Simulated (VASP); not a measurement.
A run of VASP 6.6.1:

The input POSCAR:

```
W
1.0
    1.7307842337      0.9992687433      3.2095318524
   -1.7307842337      0.9992687433      3.2095318524
    0.0000000000     -1.9985374865      3.2095318524
W
2
Direct
    0.2275400000      0.2275400000      0.2275400000
    0.7724600000      0.7724600000      0.7724600000
```

Contents of INCAR.step1:

```
ALGO = Normal
EDIFF = 1E-4
ENCUT = 600
GGA = PE
ISMEAR = 0
LASPH = True
LCHARG = False
LREAL = False
LWAVE = True
NELM = 100
PREC = Accurate
SIGMA = 0.1
```

INCAR.step2

```
ALGO = Normal
EDIFF = 1E-7
EDIFFG = -0.04
ENCUT = 600
IBRION = 2
ISIF = 3
ISMEAR = 0
ISTART = 1
LASPH = True
LCHARG = False
LMIXTAU = True
LREAL = False
LWAVE = False
METAGGA = R2SCAN
NELM = 100
NSW = 90
PREC = Accurate
SIGMA = 0.1
```

The input KPOINTS:

```
k-points
0
Gamma
  6 6 6
```

Potentials or basis: VASP PAW PBE potentials, release 64 (W_sv).

Launch:

```bash
$ cat potpaw_PBE.64/W_sv/POTCAR > POTCAR
$ cp INCAR.step1 INCAR
$ mpirun -np 1 vasp_std > vasp.out
$ cp INCAR.step2 INCAR
$ mpirun -np 1 vasp_std > vasp.out
```

Hardware: 1 thread of Intel(R) Xeon(R) 6975P-C (Granite Rapids) (shared host).

Problem. How long does it take, and how much memory?

Solution. Run time: 17 min on 1 thread of Intel(R) Xeon(R) 6975P-C (Granite Rapids), with other jobs on the host, peak memory 0.2 GiB. Counts: scf iterations 282, k points 32, ion steps 23.
